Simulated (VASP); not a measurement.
# I (Im-3m) in VASP: a series of runs

Runs on I. Level: PBE. Tasks: single point.

All numbers are computed with VASP 6.6.1; they aren't measurements. Logs are shortened: lines on timing, memory, paths and dates and some standing lists are left out, and cuts for length are marked.

**1. The crystal as given**

Symmetry: Im-3m, No. 229, cubic system. Conventional cell: a = 4.179 Å, b = 4.179 Å, c = 4.179 Å, α = 90.00°, β = 90.00°, γ = 90.00°. Around I (site symmetry m-3m) lie 8 I at 3.62 Å.

The real solid is made of molecules; this cell is a model form.

**2. Single point, PBE**

Input file INCAR:

```
SYSTEM = I
PREC = Accurate
ENCUT = 400
EDIFF = 1E-6
ISMEAR = 0
SIGMA = 0.05
LREAL = .FALSE.
LASPH = .TRUE.
NELM = 100
ALGO = Normal
ISIF = 2
LWAVE = .FALSE.
LCHARG = .FALSE.
GGA = PE
NBANDS = 10
ADDGRID = .FALSE.
```

Input file KPOINTS:

```
Automatic mesh
0
G
  7 7 7
  0 0 0
```

Input file POSCAR:

```
I
1.0
   -2.1240960000      2.1667550000      2.1089740000
    2.1114880000     -2.1329730000      2.0625830000
    2.0399160000      2.0487930000     -2.0751920000
I
1
Direct
    0.0126280000     -0.0160290000     -0.0040210000
```

Potentials or basis: VASP PAW PBE potentials, release 64 (I).

Started as:

```bash
> cat potpaw_PBE.64/I/POTCAR > POTCAR
> mpirun -np 1 vasp_std > vasp.out
```

OUTCAR:

```text
SYSTEM = I
   PREC = Accurate
   ENCUT = 400
   EDIFF = 1E-6
   ISMEAR = 0
   LREAL = .FALSE.
   LASPH = .TRUE.
   NELM = 100
   ISIF = 2
   GGA = PE

 Found    172 irreducible k-points:

 Following reciprocal coordinates:
            Coordinates               Weight
  0.000000  0.000000  0.000000      1.000000
  0.142857  0.000000 -0.000000      2.000000
  0.285714  0.000000  0.000000      2.000000
  0.428571  0.000000 -0.000000      2.000000
 -0.000000  0.142857  0.000000      2.000000
  0.142857  0.142857 -0.000000      2.000000
   k-points           NKPTS =    172   k-points in BZ     NKDIM =    172   number of bands    NBANDS=     10
   number of dos      NEDOS =    301   number of ions     NIONS =      1
   total plane-waves  NPLWV =  13824
   dimension x,y,z NGX =    24 NGY =   24 NGZ =   24
   dimension x,y,z NGXF=    48 NGYF=   48 NGZF=   48
   ions per type =               1
   NGX,Y,Z   is equivalent  to a cutoff of  10.80, 10.96, 11.21 a.u.
   NGXF,Y,Z  is equivalent  to a cutoff of  21.60, 21.91, 22.42 a.u.
 SYSTEM =  I
   PREC   = accura    normal or accurate (medium, high low for compatibility)
   ISTART =      0    job   : 0-new  1-cont  2-samecut
   ICHARG =      2    charge: 1-file 2-atom 10-const
   ISPIN  =      1    spin polarized calculation?
   LNONCOLLINEAR =      F non collinear calculations
   LSORBIT =      F    spin-orbit coupling
   LASPH  =      T    aspherical Exc in radial PAW
   ENCUT  =  400.0 eV  29.40 Ry    5.42 a.u.   6.03  5.94  5.80*2*pi/ulx,y,z
   NELM   =    100;   NELMIN=  2; NELMDL= -5     # of ELM steps
   EDIFF  = 0.1E-05   stopping-criterion for ELM
   LREAL  =      F    real-space projection
   EDIFFG = 0.1E-04   stopping-criterion for IOM
   NSW    =      0    number of steps for IOM
   IBRION =     -1    ionic relax: 0-MD 1-quasi-New 2-CG
   NFREE  =      0    steps in history (QN), initial steepest desc. (CG)
   ISIF   =      2    stress and relaxation
   ISYM   =      2    0-nonsym 1-usesym 2-fastsym
   POTIM  = 0.5000    time-step for ionic-motion
   TEBEG  =    0.0;   TEEND  =   0.0 temperature during run
   PSTRESS=    0.0 pullay stress
   NELECT =       7.0000    total number of electrons
   NUPDOWN=      -1.0000    fix difference up-down
   EMIN   =  10.00;   EMAX   =-10.00  energy-range for DOS
   EFERMI =   0.00;   METHOD = LEGACY
   ISMEAR =     0;   SIGMA  =   0.05  broadening in eV -4-tet -1-fermi 0-gaus
   EFERMI_NEDOS =   21; number of points for ismear=-14 and -15
   IALGO  =     38    algorithm
   IMIX   =      4    mixing-type and parameters
     AMIX     =   0.40;   BMIX     =  1.00
     AMIX_MAG =   1.60;   BMIX_MAG =  1.00
  volume/ion in A,a.u.               =      36.48       246.21
  Fermi-wavevector in a.u.,A,eV,Ry     =   0.944215  1.784308 12.130170  0.891542
  Thomas-Fermi vector in A             =   2.071998
   LORBIT       =      0    0 simple, 1 ext, 2 COOP (PROOUT), +10 PAW based schemes
   GGA     = PE    functional components
   LHFCALC =     F    Hartree Fock is set to
   AEXX    =    0.0000 exact exchange contribution
   IVDW    =     0    specifies the selected vdW correction
   LEPSILON=     F    determine dielectric tensor
   LRPA    =     F    only Hartree local field effects (RPA)
 non-spin polarized calculation
 Gauss-broadening in eV      SIGMA  =   0.05
  energy-cutoff  :      400.00
  volume of cell :       36.48
 maximum number of plane-waves:       675
   NGX = 13   NGY = 11   NGZ = 11

 number of electron       7.0000000 magnetization

 Free energy of the ion-electron system (eV)
  ---------------------------------------------------
  ext. energy  EPLUGINS =         0.00000000
  ---------------------------------------------------
  free energy    TOTEN  =        -1.06531271 eV

  energy without entropy =       -1.06426321  energy(sigma->0) =       -1.06478796

 E-fermi :   4.0205     XC(G=0):  -8.9192

 val. band max:        4.0022451204   @ k =  -0.0000   0.4286   0.1429
 cond. band min:       4.0757900796   @ k =   0.0000   0.1429   0.4286
 fundamental gap:      0.0735449592
 Fermi energy:         4.0205450313

 k-point     1 :       0.0000    0.0000    0.0000
  band No.  band energies     occupation
      1      -9.1913      2.00000
      2       4.7219      0.00000
      3       4.8991      0.00000
      4       5.0351      0.00000
      5      10.9129      0.00000
      6      13.6345      0.00000
      7      13.7582      0.00000
      8      14.1562      0.00000
      9      16.0586      0.00000
     10      16.2732      0.00000

 k-point     2 :       0.1429    0.0000   -0.0000
  band No.  band energies     occupation
      1      -8.9908      2.00000
      2       3.5492      2.00000
      3       4.5211      0.00000
      4       4.9189      0.00000
      5      11.7220      0.00000
      6      13.0293      0.00000
      7      13.4105      0.00000
      8      14.9111      0.00000
      9      15.4006      0.00000
     10      15.6174      0.00000

 k-point     3 :       0.2857    0.0000    0.0000
  band No.  band energies     occupation
      1      -8.4739      2.00000
      2       1.4431      2.00000
      3       3.8949      1.99962
      4       4.7866      0.00000
      5      10.8280      0.00000
      6      12.0416      0.00000
      7      14.9692      0.00000
      8      15.6357      0.00000
      9      16.7684      0.00000
     10      17.4149      0.00000

 k-point     4 :       0.4286    0.0000   -0.0000
  band No.  band energies     occupation
      1      -7.9606      2.00000
      2      -0.0076      2.00000
      3       3.4721      2.00000
      4       4.6850      0.00000
      5      10.0643      0.00000
      6      11.4894      0.00000
      7      16.4970      0.00000
      8      16.6619      0.00000
      9      18.0274      0.00000
     10      18.7455      0.00000

 k-point     5 :      -0.0000    0.1429    0.0000
  band No.  band energies     occupation
      1      -8.9794      2.00000
      2       3.6250      2.00000
      3       4.4211      0.00000
      4       4.8858      0.00000
      5      11.7118      0.00000
      6      12.9642      0.00000
      7      13.5557      0.00000
      8      14.6927      0.00000
      9      15.4141      0.00000
     10      15.5044      0.00000

 k-point     6 :       0.1429    0.1429   -0.0000
  band No.  band energies     occupation
      1      -8.6020      2.00000
      2       2.0848      2.00000
      3       3.8930      1.99969
      4       4.6723      0.00000
      5      11.8992      0.00000
      6      12.2724      0.00000
      7      13.3615      0.00000
      8      15.0045      0.00000
      9      16.5549      0.00000
     10      17.4704      0.00000

 [... further k-points ...]

------------------------ aborting loop because EDIFF is reached ----------------------------------------

  FORCE on cell =-STRESS in cart. coord.  units (eV):
  Direction    XX          YY          ZZ          XY          YZ          ZX
  --------------------------------------------------------------------------------------
  -------------------------------------------------------------------------------------
  Total       -0.0446206     -0.1138770     -0.0752161     -0.2446393      0.0314315     -0.0356659
  in kB       -1.9594622     -5.0007704     -3.3030250    -10.7430431      1.3802768     -1.5662256
  external PRESSURE =      -3.4210859 kB  Pullay stress =       0.0000000 kB

 VOLUME and BASIS-vectors are now :
 -----------------------------------------------------------------------------
  energy-cutoff  :      400.00
  volume of cell :       36.48
      direct lattice vectors                 reciprocal lattice vectors
    -2.124096000  2.166755000  2.108974000     0.005496097  0.235420953  0.237828778
     2.111488000 -2.132973000  2.062583000     0.241671392  0.002899229  0.240425590
     2.039916000  2.048793000 -2.075192000     0.245788549  0.242134979 -0.001217987

 POSITION                                       TOTAL-FORCE (eV/Angst)
 -----------------------------------------------------------------------------------
      4.08253     -0.03087     -0.01069         0.000000      0.000000      0.000000
 -----------------------------------------------------------------------------------
    total drift:                               -0.000001     -0.000000      0.000000

  FREE ENERGIE OF THE ION-ELECTRON SYSTEM (eV)
  ---------------------------------------------------
  free  energy   TOTEN  =        -1.0653127123 eV

  energy  without entropy=       -1.0642632051  energy(sigma->0) =       -1.06478796
```

Run time: 12 s. Hardware: 1 thread of Intel Xeon Platinum 8488C (Sapphire Rapids), shared host; peak memory 0.16 GiB.

These settings aren't checked as converged: the numbers below hold their error.

Results:

```yaml
Free_energy: -1.0653 eV
Pressure: -0.3 GPa
Band_gap_on_the_k_mesh: none (metal or under the smearing width)
```

Caveat: an odd number of electrons without spin polarisation forces a metal; a magnetic or distorted state may lie lower.

**3. Single point, PBE**

This run uses another cell than the first one, of the same volume but with other edges.

Changes to INCAR since step 2:

```diff
@@ -2,3 +2,3 @@
 PREC = Accurate
-ENCUT = 400
+ENCUT = 340
 EDIFF = 1E-6
```

Input file KPOINTS:

```
Automatic mesh
0
G
  8 8 8
  0 0 0
```

Input file POSCAR:

```
I
1.0
   -2.0893754423      2.0893754423      2.0893754423
    2.0893754423     -2.0893754423      2.0893754423
    2.0893754423      2.0893754423     -2.0893754423
I
1
Direct
    0.0000000000      0.0000000000      0.0000000000
```

Potentials or basis: VASP PAW PBE potentials, release 64 (I).

Started as:

```bash
> cat potpaw_PBE.64/I/POTCAR > POTCAR
> mpirun -np 1 vasp_std > vasp.out
```

Wall time 3.4 s (1 thread of Intel Xeon Platinum 8488C (Sapphire Rapids), shared host); peak memory 0.13 GiB.

The run converged, but some of its settings lie outside the range that counts as converged, so its numbers aren't taken as properties of the crystal.

What came out:

```yaml
Free_energy: -1.0419 eV
Pressure: -0.2 GPa
Band_gap_on_the_k_mesh: none (metal or under the smearing width)
```

Caveat: an odd number of electrons without spin polarisation forces a metal; a magnetic or distorted state may lie lower.

**4. Single point, PBE**

INCAR is that of step 3.

KPOINTS is that of step 3.

Input file POSCAR:

```
I
1.0
   -2.1240960000      2.1667550000      2.1089740000
    2.1114880000     -2.1329730000      2.0625830000
    2.0399160000      2.0487930000     -2.0751920000
I
1
Direct
    0.0126280000     -0.0160290000     -0.0040210000
```

Potentials or basis: VASP PAW PBE potentials, release 64 (I).

Started as:

```bash
> cat potpaw_PBE.64/I/POTCAR > POTCAR
> mpirun -np 1 vasp_std > vasp.out
```

OUTCAR:

```text
SYSTEM = I
   PREC = Accurate
   ENCUT = 340
   EDIFF = 1E-6
   ISMEAR = 0
   LREAL = .FALSE.
   LASPH = .TRUE.
   NELM = 100
   ISIF = 2
   GGA = PE

 Found    260 irreducible k-points:

 Following reciprocal coordinates:
            Coordinates               Weight
  0.000000  0.000000  0.000000      1.000000
  0.125000  0.000000 -0.000000      2.000000
  0.250000  0.000000 -0.000000      2.000000
[... 151 lines left out ...]
      7      13.5699      0.00000
      8      14.4851      0.00000
      9      15.3736      0.00000
     10      15.5492      0.00000

 [... further k-points ...]

------------------------ aborting loop because EDIFF is reached ----------------------------------------

  FORCE on cell =-STRESS in cart. coord.  units (eV):
  Direction    XX          YY          ZZ          XY          YZ          ZX
  --------------------------------------------------------------------------------------
  -------------------------------------------------------------------------------------
  Total       -0.0308840     -0.0568913     -0.0804071     -0.3614794      0.0648179     -0.0255294
  in kB       -1.3562339     -2.4983138     -3.5309800    -15.8739339      2.8464016     -1.1210934
  external PRESSURE =      -2.4618426 kB  Pullay stress =       0.0000000 kB

 VOLUME and BASIS-vectors are now :
 -----------------------------------------------------------------------------
  energy-cutoff  :      340.00
  volume of cell :       36.48
      direct lattice vectors                 reciprocal lattice vectors
    -2.124096000  2.166755000  2.108974000     0.005496097  0.235420953  0.237828778
     2.111488000 -2.132973000  2.062583000     0.241671392  0.002899229  0.240425590
     2.039916000  2.048793000 -2.075192000     0.245788549  0.242134979 -0.001217987

 POSITION                                       TOTAL-FORCE (eV/Angst)
 -----------------------------------------------------------------------------------
      4.08253     -0.03087     -0.01069         0.000000      0.000000      0.000000
 -----------------------------------------------------------------------------------
    total drift:                               -0.000001     -0.000000      0.000000

  FREE ENERGIE OF THE ION-ELECTRON SYSTEM (eV)
  ---------------------------------------------------
  free  energy   TOTEN  =        -1.0520332554 eV

  energy  without entropy=       -1.0496418484  energy(sigma->0) =       -1.05083755
```

OSZICAR:

```text
N       E                     dE             d eps       ncg     rms          rms(c)
DAV:   1     0.150959111925E+02    0.15096E+02   -0.18985E+03  5282   0.339E+02
DAV:   2    -0.501481534702E+00   -0.15597E+02   -0.15291E+02  6724   0.711E+01
DAV:   3    -0.104854227482E+01   -0.54706E+00   -0.52988E+00  6594   0.129E+01
DAV:   4    -0.105270123256E+01   -0.41590E-02   -0.41578E-02  6528   0.142E+00
DAV:   5    -0.105274548318E+01   -0.44251E-04   -0.44250E-04  6444   0.129E-01    0.350E+00
DAV:   6    -0.105158174935E+01    0.11637E-02   -0.31721E-03  5980   0.259E-01    0.214E+00
DAV:   7    -0.105207252705E+01   -0.49078E-03   -0.49301E-03  5896   0.342E-01    0.135E-01
DAV:   8    -0.105203018320E+01    0.42344E-04   -0.29369E-04  5800   0.848E-02    0.344E-02
DAV:   9    -0.105203349857E+01   -0.33154E-05   -0.14083E-05  6596   0.214E-02    0.880E-03
DAV:  10    -0.105203325537E+01    0.24320E-06   -0.88312E-07  3696   0.436E-03
   1 F= -.10520333E+01 E0= -.10508376E+01  d E =-.239141E-02
```

stdout:

```text
POSCAR found type information on POSCAR I
 POSCAR found :  1 types and       1 ions
 scaLAPACK will be used
 LDA part: xc-table for (Slater+PW92), standard interpolation
 POSCAR, INCAR and KPOINTS ok, starting setup
 FFT: planning ... GRIDC
 FFT: planning ... GRID_SOFT
 FFT: planning ... GRID
 WAVECAR not read
 entering main loop
```

Run time: 16 s. Hardware: 1 thread of Intel Xeon Platinum 8488C (Sapphire Rapids), shared host; peak memory 0.17 GiB.

These settings aren't checked as converged: the numbers below hold their error.

Results:

```
Free energy            : -1.0520 eV
Pressure               : -0.2 GPa
Band gap on the k mesh : none (metal or under the smearing width)
```

Caveat: an odd number of electrons without spin polarisation forces a metal; a magnetic or distorted state may lie lower.

**5. Single point, PBE**

This run uses another cell than the first one, of the same volume but with other edges.

Changes to INCAR since step 4:

```diff
@@ -2,3 +2,3 @@
 PREC = Accurate
-ENCUT = 340
+ENCUT = 900
 EDIFF = 1E-6
```

Input file KPOINTS:

```
Automatic mesh
0
G
  5 5 5
  0 0 0
```

Input file POSCAR:

```
I
1.0
   -2.0893754423      2.0893754423      2.0893754423
    2.0893754423     -2.0893754423      2.0893754423
    2.0893754423      2.0893754423     -2.0893754423
I
1
Direct
    0.0000000000      0.0000000000      0.0000000000
```

Started as:

```bash
> cat potpaw_PBE.64/I/POTCAR > POTCAR
> mpirun -np 1 vasp_std > vasp.out
```

Run time: 5.6 s. Hardware: 1 thread of Intel Xeon Platinum 8488C (Sapphire Rapids), shared host; peak memory 0.2 GiB.

The run converged, but some of its settings lie outside the range that counts as converged, so its numbers aren't taken as properties of the crystal.

Results:

* Free energy: -1.1168 eV
* Pressure: -1.0 GPa
* Band gap on the k mesh: none (metal or under the smearing width)

Caveat: the k mesh is coarse (spacing up to 0.43 Å⁻¹), so the values aren't converged; an odd number of electrons without spin polarisation forces a metal; a magnetic or distorted state may lie lower.

(Part 1 of 2 ends here.)
